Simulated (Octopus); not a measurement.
Runs of Octopus 16.4 on YN. It takes space group Fm-3m (No. 225, cubic). Conventional cell: a = 4.877 Å, b = 4.877 Å, c = 4.877 Å, α = 90.00°, β = 90.00°, γ = 90.00°. Y (site symmetry m-3m) has 6 N at 2.44 Å as nearest neighbours. N (site symmetry m-3m) is surrounded by 6 Y at 2.44 Å. 

```tsv
task	level	potentials or basis	grid spacing	gap on the mesh (eV)	V0 of scaled cells (Å³/atom)	B0 (GPa)
equation of state	PBE	pseudodojo_pbe (PseudoDojo 0.5, PBE)	-	-	14.77	160
single point	PBE	pseudodojo_pbe (PseudoDojo 0.5, PBE)	0.133 Å	(a)	-	-
single point	PBEsol	pseudodojo_pbesol (PseudoDojo 0.4, PBEsol)	0.133 Å	0.16	-	-
equation of state	PBEsol	pseudodojo_pbesol (PseudoDojo 0.4, PBEsol)	-	-	14.32	(b)
```

Alike in all rows: no spin polarisation; cell as given; k mesh 9 × 9 × 9; smearing fermi-dirac 0.05 eV.

Q: Estimate the missing entries.

A: (a) 0.24; (b) 170.

Caveats: the number of grid points is fixed, so the spacing changes with the cell, which shifts volumes and moduli (some runs); an odd mesh through Γ misses points on the zone boundary, where band edges often lie (some runs).

A k mesh can miss the band edges, and the runs leave out spin-orbit coupling on Y.

Not every run made on this cell is shown here.
